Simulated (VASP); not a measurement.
CdS (Greenockite):

```
Cd S
1.0
     4.15000    0.00000    0.00000
    -2.07500    3.59401    0.00000
     0.00000    0.00000    6.73700
Cd S
2 2
Direct
  0.66667 0.33333 0.50000
  0.33333 0.66667 0.00000
  0.66667 0.33333 0.87500
  0.33333 0.66667 0.37500
```

* Program: VASP 6.6.1
* Task: relaxation of cell and atoms
* Functional: vdW-DF2
* Potentials or basis: VASP PAW PBE potentials, release 64 (Cd, S)
* Cutoff: 600 eV
* k mesh: 7 × 7 × 4
* Occupations: fermi-dirac, width 0.05 eV
* Spin: no spin polarisation

At the start: pressure 6.6 GPa; volume 25.12 Å³/atom.

Problem. How do energy, volume and symmetry change on relaxing?

Solution. Over 8 steps the energy falls by 55.7 meV/atom and the volume is 28.10 Å³/atom (+11.8 %); space group P6_3mc (No. 186, to 0.05 Å).

The path:
| step | energy change (eV) | largest force (eV/Å) | pressure (GPa) | volume (Å³) |
| --- | --- | --- | --- | --- |
| 1 | 0.0000 | 0.0653 | 6.60 | 100.48 |
| 2 | -0.2045 | 0.0101 | -1.46 | 116.28 |
| 3 | -0.2229 | 0.0017 | 0.01 | 112.32 |
| 4 | -0.2228 | 0.0023 | -0.05 | 112.57 |
| 5 | -0.2229 | 0.0033 | -0.04 | 112.43 |
| 6 | -0.2228 | 0.0074 | 0.13 | 112.04 |
| 7 | -0.2229 | 0.0053 | 0.05 | 112.33 |
| 8 | -0.2229 | 0.0042 | 0.00 | 112.38 |

Final structure:
```
CELL_PARAMETERS angstrom
4.29925 0.00000 0.00000
-2.14963 3.72326 0.00000
0.00000 0.00000 7.02064
ATOMIC_POSITIONS crystal
Cd 0.66667 0.33333 0.49965
Cd 0.33333 0.66667 0.99965
S 0.66667 0.33333 0.87535
S 0.33333 0.66667 0.37535
```

Caveat: the PAW data sets were made with another functional, which shifts forces and pressure a little; the volume moved by +12 % from the deposited cell, more than functionals usually miss.
